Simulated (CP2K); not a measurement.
The system is SiC (Moissanite).

```
CELL_PARAMETERS angstrom
3.07600 0.00000 0.00000
-1.53800 2.66389 0.00000
0.00000 0.00000 5.04800
ATOMIC_POSITIONS crystal
Si 0.66667 0.33333 0.50000
Si 0.33333 0.66667 0.00000
C 0.66667 0.33333 0.88500
C 0.33333 0.66667 0.38500
```

Program: CP2K 2026.2. Alike in all runs: task single point; potentials or basis POTENTIAL_UZH Si GTH-PBE-q4, C GTH-PBE-q4; TZVP-MOLOPT-PBE-GTH basis; no spin polarisation; cell as given; k mesh 10 × 10 × 5; smearing fermi-dirac 0.05 eV.

Q: Order these runs on this cell by their pressure, lowest first.
A. level BLYP
B. level PBE
C. level r2SCAN

A: C (1.0 GPa), B (3.2 GPa), A (6.5 GPa).

Caveats: the basis of atomic orbitals isn't converged, which shifts pressures, moduli and gaps; the potentials were made for another functional, which shifts forces and pressure (some runs).
